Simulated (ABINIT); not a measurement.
Input of an ABINIT 10.8.3 (patched build) run:

Contents of run.abi:

```
# Datasets: ground state, then fixed potential
ndtset 2

# Pseudopotentials
pp_dirpath "./"
pseudos "Si.GGA_PBE-JTH.xml, O.GGA_PBE-JTH.xml"

# Structure
acell 3*1.0
rprim
     7.9995300493     0.0000000000     0.0000000000
     0.0000000000     7.9995300493     0.0000000000
     0.0000000000     0.0000000000     5.0899678680
ntypat 2
znucl 14 8
natom 6
typat 1 1 2 2 2 2
xred
     0.0000000000     0.0000000000     0.0000000000
     0.5000000000     0.5000000000     0.5000000000
     0.8068390000     0.1931610000     0.5000000000
     0.3068390000     0.3068390000     0.0000000000
     0.1931610000     0.8068390000     0.5000000000
     0.6931610000     0.6931610000     0.0000000000

# Plane-wave basis
ecut 23.0
pawecutdg 45.0
pawxcdev 0

# Exchange and correlation
ixc -116133

# Bands and occupations
occopt 3
tsmear 0.05 eV

# SCF cycle
nstep 100

# Output
iomode 3
prtwf 0
prteig 0
prtebands 0
enunit 1
prtden1 1

# Dataset 1
kptopt1 1
ngkpt1 6 6 10
nshiftk1 1
shiftk1 0.0 0.0 0.0
nband1 20
tolvrs1 1.0e-9

# Dataset 2: bands along G-X-M-G-Z-R-A-Z
iscf2 -2
getden2 1
nband2 26
nbdbuf2 4
tolwfr2 1.0e-11
kptopt2 -7
ndivsm2 5
prteig2 1
prtvol2 -3
kptbounds2
     0.0000000000     0.0000000000     0.0000000000
     0.0000000000     0.5000000000     0.0000000000
     0.5000000000     0.5000000000     0.0000000000
     0.0000000000     0.0000000000     0.0000000000
     0.0000000000     0.0000000000     0.5000000000
     0.0000000000     0.5000000000     0.5000000000
     0.5000000000     0.5000000000     0.5000000000
     0.0000000000     0.0000000000     0.5000000000
```

Potentials or basis: JTH PAW PBE v2.0.

The run is started by

```sh
$ abinit run.abi > log 2>&1
```

Predict the band gap on the k mesh.

4.95 eV, direct.

Estimate the pressure.

-8.8 GPa.

Forces in eV/Å, atoms in the order of the input:
```
Si   0.000  0.000  0.000
Si   0.000  0.000  0.000
O    0.064 -0.064  0.000
O    0.064  0.064  0.000
O   -0.064  0.064  0.000
O   -0.064 -0.064  0.000
```

Caveat: the PAW data sets were made with another functional, which shifts forces and pressure a little. A hybrid or GW would open this gap; PBEsol tends to underestimate it.
